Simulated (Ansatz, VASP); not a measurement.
## GaAs: VASP beside Ansatz

The input POSCAR:

```
GaAs
1.0
    0.0000000000      2.8330850947      2.8330850947
    2.8330850947      0.0000000000      2.8330850947
    2.8330850947      2.8330850947      0.0000000000
Ga As
1 1
Direct
    0.0000000000      0.0000000000      0.0000000000
    0.2500000000      0.2500000000      0.2500000000
```

The input INCAR.step1:

```
SYSTEM = GaAs
PREC = Accurate ; ENCUT = 520
EDIFF = 1E-5 ; ISMEAR = 0
SIGMA = 0.01 ; LREAL = .FALSE.
LASPH = .TRUE. ; NELM = 80
ALGO = Normal ; ISIF = 2
LWAVE = .TRUE. ; GGA = PE
NBANDS = 16
```

INCAR.step2

```
SYSTEM = GaAs
PREC = Accurate ; ENCUT = 520
EDIFF = 1E-6 ; ISMEAR = 0
SIGMA = 0.01 ; LREAL = .FALSE.
LASPH = .TRUE. ; NELM = 80
ALGO = Normal ; ISIF = 2
LWAVE = .FALSE. ; LCHARG = .TRUE.
GGA = PE ; LHFCALC = .TRUE.
HFSCREEN = 0.2079 ; PRECFOCK = Normal
LELF = .TRUE. ; LVHAR = .TRUE.
ISTART = 1 ; NBANDS = 16
```

File KPOINTS:

```
Automatic mesh
0
G
  4 4 4
  0 0 0
```

Input for Ansatz:

```yaml
crystal:
  lattice:
    - [0.0, 2.8330850947, 2.8330850947]
    - [2.8330850947, 0.0, 2.8330850947]
    - [2.8330850947, 2.8330850947, 0.0]
  atoms:
    - { symbol: Ga, position: [0.0, 0.0, 0.0] }
    - { symbol: As, position: [0.25, 0.25, 0.25] }
kpoints:
  mp_grid: { grid: [4, 4, 4] }
hamiltonian:
  xc: hse06
scf:
  occupations: { method: fixed }
  n_extra_bands: 4
output:
  forces: true
  stress: true
  eigenvalues: true
```

The cell was built by a generator and needn't be a form met in nature.

Alike in both runs: task single point; functional HSE06; k mesh 4 × 4 × 4; no spin polarisation.

```csv
,VASP,Ansatz
version,VASP 6.6.1,Ansatz 0.2.0
potentials or method,"VASP PAW PBE potentials, release 64 (Ga_d, As)","plane waves, PAW"
plane-wave cutoff (eV),520,420
occupations,"gaussian, width 0.01 eV",fixed
valence electrons in the cell,18,28
```

VASP gave:

| Property | Result |
| --- | --- |
| gap on the k mesh at the Fermi level (eV) | 1.41 |
| pressure (GPa) | 0.8 |

Question: What did Ansatz give for the same quantities?

Answer: gap on the k mesh at the Fermi level (eV): 1.42; pressure (GPa): 0.9.

The two sets of potentials don't hold the same shells in valence. Ansatz warned: «stress_exchange_threshold_loose».

Caveats: the k mesh is coarse (spacing up to 0.48 Å⁻¹), so the values aren't converged, least of all with exact exchange; the PAW data sets were made with another functional, which shifts forces and pressure a little (VASP). A k mesh can miss the band edges.
